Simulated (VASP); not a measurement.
# C (P6_3/mmc) in VASP: density of states with PBE

Aim: the density of states of C with PBE.

All numbers are computed with VASP 6.6.1; they aren't measurements. Logs are shortened: lines on timing, memory, paths and dates and some standing lists are left out, and cuts for length are marked.

### Step 1. The structure

It takes space group P6_3/mmc (No. 194, hexagonal). Conventional cell: a = 2.467 Å, b = 2.467 Å, c = 8.495 Å, α = 90.00°, β = 90.00°, γ = 120.00°. Around C (site symmetry -6m2) lie 3 C at 1.42 Å. C (site symmetry -6m2) is surrounded by 3 C at 1.42 Å.

### Step 2. Density of states, PBE

POSCAR reads:

```
C
1.0
    2.4665682607      0.0000000000      0.0000000000
   -1.2332841304      2.1361107739      0.0000000000
    0.0000000000      0.0000000000      8.4948739003
C
4
Direct
    0.0000000000      0.0000000000      0.2500000000
    0.0000000000      0.0000000000      0.7500000000
    0.3333333333      0.6666666667      0.2500000000
    0.6666666667      0.3333333333      0.7500000000
```

INCAR.step1 reads:

```
PREC     = Accurate       # precision mode
ENCUT    = 520            # plane-wave cutoff, eV
EDIFF    = 1E-6           # SCF threshold, eV
ISMEAR   = -1             # smearing method
SIGMA    = 0.1            # smearing width, eV
LREAL    = F              # projectors in reciprocal space
LASPH    = T              # aspherical terms in the spheres
NELM     = 100            # most SCF steps
ALGO     = Fast           # electronic algorithm
ISIF     = 2              # what is computed and relaxed
LWAVE    = F              # write WAVECAR
LCHARG   = T              # write CHGCAR
GGA      = PE             # functional
NBANDS   = 16             # bands
```

KPOINTS.step1 reads:

```
Automatic mesh
0
Gamma
  15 15 5
```

INCAR.step2 reads:

```
PREC     = Accurate       # precision mode
ENCUT    = 520            # plane-wave cutoff, eV
EDIFF    = 1E-6           # SCF threshold, eV
ISMEAR   = -5             # smearing method
SIGMA    = 0.1            # smearing width, eV
LREAL    = F              # projectors in reciprocal space
LASPH    = T              # aspherical terms in the spheres
NELM     = 100            # most SCF steps
ALGO     = Fast           # electronic algorithm
ISIF     = 2              # what is computed and relaxed
LWAVE    = F              # write WAVECAR
LCHARG   = F              # write CHGCAR
GGA      = PE             # functional
LORBIT   = 10             # projections on sites
NBANDS   = 16             # bands
NEDOS    = 1001           # points of the DOS
ICHARG   = 11             # starting density
```

KPOINTS.step2 reads:

```
Automatic mesh
0
Gamma
  23 23 8
```

Potentials or basis: VASP PAW PBE potentials, release 64 (C).

On the command line:

```
$ cat potpaw_PBE.64/C/POTCAR > POTCAR
$ cp INCAR.step1 INCAR
$ cp KPOINTS.step1 KPOINTS
$ mpirun -np 1 vasp_std > vasp.out
$ cp INCAR.step2 INCAR
$ cp KPOINTS.step2 KPOINTS
$ mpirun -np 1 vasp_std > vasp.out
```

OUTCAR:

```text
PREC = Accurate
   ENCUT = 520
   EDIFF = 1E-6
   ISMEAR = -5
   LREAL = F
   LASPH = T
   NELM = 100
   ISIF = 2
   GGA = PE
   LORBIT = 10
   ICHARG = 11

 ion  position               nearest neighbor table
   1  0.000  0.000  0.250-   3 1.42   3 1.42   3 1.42
   2  0.000  0.000  0.750-   4 1.42   4 1.42   4 1.42
   3  0.333  0.667  0.250-   1 1.42   1 1.42   1 1.42
   4  0.667  0.333  0.750-   2 1.42   2 1.42   2 1.42

  LATTYP: Found a hexagonal cell.
 ALAT       =     2.4665682607
 C/A-ratio  =     3.4440051936

  Lattice vectors:

 A1 = (   2.4665682607,   0.0000000000,   0.0000000000)
 A2 = (  -1.2332841304,   2.1361107739,   0.0000000000)
 A3 = (   0.0000000000,   0.0000000000,   8.4948739003)

Analysis of symmetry for initial positions (statically):
=====================================================================
 Subroutine PRICEL returns:
 Original cell was already a primitive cell.

 Routine SETGRP: Setting up the symmetry group for a
 hexagonal supercell.

 Subroutine GETGRP returns: Found 24 space group operations
 (whereof 12 operations were pure point group operations)
 out of a pool of 24 trial point group operations.

The static configuration has the point symmetry D_3d.
 The point group associated with its full space group is D_6h.

Analysis of symmetry for dynamics (positions and initial velocities):
=====================================================================
 Subroutine PRICEL returns:
 Original cell was already a primitive cell.

 Routine SETGRP: Setting up the symmetry group for a
 hexagonal supercell.

 Subroutine GETGRP returns: Found 24 space group operations
 (whereof 12 operations were pure point group operations)
 out of a pool of 24 trial point group operations.

The dynamic configuration has the point symmetry D_3d.
 The point group associated with its full space group is D_6h.

 Subroutine INISYM returns: Found 24 space group operations
 (whereof 12 operations are pure point group operations),
 and found     1 'primitive' translations

----------------------------------------------------------------------------------------

                                     Primitive cell

  volume of cell :      44.7583

  direct lattice vectors                    reciprocal lattice vectors
[... 103 lines left out ...]
   PSTRESS=    0.0 pullay stress
   NELECT =      16.0000    total number of electrons
   NUPDOWN=      -1.0000    fix difference up-down
   EMIN   =  10.00;   EMAX   =-10.00  energy-range for DOS
   EFERMI =   0.00;   METHOD = LEGACY
   ISMEAR =    -5;   SIGMA  =   0.10  broadening in eV -4-tet -1-fermi 0-gaus
   EFERMI_NEDOS =   21; number of points for ismear=-14 and -15
   IALGO  =     68    algorithm
   IMIX   =      4    mixing-type and parameters
     AMIX     =   0.40;   BMIX     =  1.00
     AMIX_MAG =   1.60;   BMIX_MAG =  1.00
  volume/ion in A,a.u.               =      11.19        75.51
  Fermi-wavevector in a.u.,A,eV,Ry     =   1.161868  2.195613 18.367019  1.349938
  Thomas-Fermi vector in A             =   2.298436
   LORBIT       =     10    0 simple, 1 ext, 2 COOP (PROOUT), +10 PAW based schemes
   GGA     = PE    functional components
   LHFCALC =     F    Hartree Fock is set to
   AEXX    =    0.0000 exact exchange contribution
   IVDW    =     0    specifies the selected vdW correction
   LEPSILON=     F    determine dielectric tensor
   LRPA    =     F    only Hartree local field effects (RPA)
 non-spin polarized calculation
 RMM-DIIS sequential band-by-band and
 Fermi weights with tetrahedron method with Bloechl corrections
  energy-cutoff  :      520.00
  volume of cell :       44.76
 maximum number of plane-waves:      1230

 number of electron      15.9999993 magnetization

 Free energy of the ion-electron system (eV)
  ---------------------------------------------------
  ext. energy  EPLUGINS =         0.00000000
  ---------------------------------------------------
  free energy    TOTEN  =       -36.90745930 eV

  energy without entropy =      -36.90745930  energy(sigma->0) =      -36.90745930

 E-fermi :   2.5097     XC(G=0):  -8.7455

 val. band max:        2.4933126125   @ k =   0.3478   0.3043   0.0000
 cond. band min:       3.1613740280   @ k =   0.3478   0.3043   0.0000
 fundamental gap:      0.6680614154
 Fermi energy:         2.5096825840

 k-point     1 :       0.0000    0.0000    0.0000
  band No.  band energies     occupation
      1     -16.7141      2.00000
      2     -16.6769      2.00000
      3      -5.0335      2.00000
      4      -4.5387      2.00000
      5      -0.2255      2.00000
      6      -0.2254      2.00000
[... 433 lines left out ...]
      3      -4.3907      2.00000
      4      -3.9104      2.00000
      5      -2.0342      2.00000
      6      -2.0316      2.00000
[... 8 lines left out ...]
     15      12.7848      0.00000
     16      12.7915      0.00000

 [... further k-points ...]

------------------------ aborting loop because EDIFF is reached ----------------------------------------

  FORCE on cell =-STRESS in cart. coord.  units (eV):
  Direction    XX          YY          ZZ          XY          YZ          ZX
  --------------------------------------------------------------------------------------
  -------------------------------------------------------------------------------------
  Total        0.1438373      0.1438373     -0.0002372     -0.0000000     -0.0000000      0.0000000
  in kB        5.1488269      5.1488269     -0.0084916     -0.0000000     -0.0000000      0.0000000
  external PRESSURE =       3.4297207 kB  Pullay stress =       0.0000000 kB

 VOLUME and BASIS-vectors are now :
 -----------------------------------------------------------------------------
  energy-cutoff  :      520.00
  volume of cell :       44.76
      direct lattice vectors                 reciprocal lattice vectors
     2.466568261  0.000000000  0.000000000     0.405421579  0.234070258  0.000000000
    -1.233284130  2.136110774  0.000000000     0.000000000  0.468140516  0.000000000
     0.000000000  0.000000000  8.494873900     0.000000000  0.000000000  0.117718051

 POSITION                                       TOTAL-FORCE (eV/Angst)
 -----------------------------------------------------------------------------------
      0.00000      0.00000      2.12372        -0.000000      0.000000      0.000000
      0.00000      0.00000      6.37116        -0.000000      0.000000     -0.000000
     -0.00000      1.42407      2.12372         0.000000     -0.000000      0.000000
      1.23328      0.71204      6.37116         0.000000      0.000000     -0.000000
 -----------------------------------------------------------------------------------
    total drift:                               -0.000000      0.000000      0.000000

  FREE ENERGIE OF THE ION-ELECTRON SYSTEM (eV)
  ---------------------------------------------------
  free  energy   TOTEN  =       -36.9074593037 eV

  energy  without entropy=      -36.9074593037  energy(sigma->0) =      -36.90745930

 total charge

# of ion       s       p       d       tot
------------------------------------------
    1        0.863   1.786   0.000   2.648
    2        0.863   1.786   0.000   2.648
    3        0.863   1.786   0.000   2.648
    4        0.863   1.786   0.000   2.648
--------------------------------------------------
tot          3.450   7.143   0.000  10.593
```

OSZICAR.step1:

```text
N       E                     dE             d eps       ncg     rms          rms(c)
DAV:   1     0.443142855260E+02    0.44314E+02   -0.77504E+03  2600   0.899E+02
DAV:   2    -0.358128087032E+02   -0.80127E+02   -0.72504E+02  3576   0.190E+02
DAV:   3    -0.393570803610E+02   -0.35443E+01   -0.35130E+01  3496   0.387E+01
DAV:   4    -0.393958418218E+02   -0.38761E-01   -0.38749E-01  3152   0.482E+00
DAV:   5    -0.393965778078E+02   -0.73599E-03   -0.73588E-03  3440   0.634E-01    0.892E+00
RMM:   6    -0.375287626962E+02    0.18678E+01   -0.12640E+00  2800   0.635E+00    0.516E+00
RMM:   7    -0.368907551327E+02    0.63801E+00   -0.23057E+00  3127   0.883E+00    0.135E+00
RMM:   8    -0.369137114636E+02   -0.22956E-01   -0.11948E-01  2720   0.234E+00    0.619E-01
RMM:   9    -0.369038316777E+02    0.98798E-02   -0.31086E-02  3087   0.121E+00    0.728E-02
RMM:  10    -0.369044077801E+02   -0.57610E-03   -0.56790E-03  3323   0.581E-01    0.440E-02
RMM:  11    -0.369045654376E+02   -0.15766E-03   -0.75845E-04  3348   0.210E-01    0.754E-02
RMM:  12    -0.369045720271E+02   -0.65895E-05   -0.30003E-04  3230   0.127E-01    0.523E-02
RMM:  13    -0.369045608341E+02    0.11193E-04   -0.85590E-05  3353   0.662E-02    0.189E-02
RMM:  14    -0.369045622892E+02   -0.14550E-05   -0.25844E-05  3366   0.364E-02    0.692E-03
RMM:  15    -0.369045628308E+02   -0.54158E-06   -0.44285E-06  2778   0.151E-02
   1 F= -.36904563E+02 E0= -.36902266E+02  d E =-.459359E-02
```

Wall time 83 s (1 thread of Intel Xeon Platinum 8559C (Emerald Rapids), shared host); peak memory 0.24 GiB.

What came out:

* Valence electrons inside the program's atomic spheres: C 2.65

States per cell in windows of 1 eV (zero at the valence-band top; states under -8 eV left out):
| from (eV) | total | C1_p | C2_p | C3_p | C4_p | C3_s | C4_s |
| --- | --- | --- | --- | --- | --- | --- | --- |
| -8.0 | 1.05 | 0.16 | 0.16 | 0.16 | 0.16 | 0.03 | 0.03 |
| -7.0 | 1.83 | 0.29 | 0.29 | 0.29 | 0.29 | 0.02 | 0.02 |
| -6.0 | 1.53 | 0.24 | 0.24 | 0.24 | 0.24 | 0.01 | 0.01 |
| -5.0 | 1.30 | 0.20 | 0.20 | 0.20 | 0.20 | 0.01 | 0.01 |
| -4.0 | 1.14 | 0.18 | 0.18 | 0.17 | 0.17 | 0.00 | 0.00 |
| -3.0 | 0.94 | 0.12 | 0.12 | 0.12 | 0.12 | 0.00 | 0.00 |
| -2.0 | 0.58 | 0.07 | 0.07 | 0.07 | 0.07 | 0.00 | 0.00 |
| -1.0 | 0.20 | 0.03 | 0.03 | 0.03 | 0.03 | 0.00 | 0.00 |
| 0.0 | 0.05 | 0.01 | 0.01 | 0.01 | 0.01 | 0.00 | 0.00 |
| 1.0 | 0.44 | 0.06 | 0.06 | 0.05 | 0.05 | 0.00 | 0.00 |
| 2.0 | 0.82 | 0.10 | 0.10 | 0.10 | 0.10 | 0.00 | 0.00 |
| 3.0 | 0.56 | 0.07 | 0.07 | 0.07 | 0.07 | 0.00 | 0.00 |
| 4.0 | 0.63 | 0.06 | 0.06 | 0.06 | 0.06 | 0.00 | 0.00 |
| 5.0 | 0.71 | 0.06 | 0.06 | 0.06 | 0.06 | 0.00 | 0.00 |
| 6.0 | 0.70 | 0.05 | 0.05 | 0.05 | 0.05 | 0.00 | 0.00 |
| 7.0 | 1.09 | 0.06 | 0.06 | 0.06 | 0.06 | 0.03 | 0.03 |

Caveat: this functional lacks dispersion, which binds the layers, so the pressure and a relaxed spacing across them are unreliable.
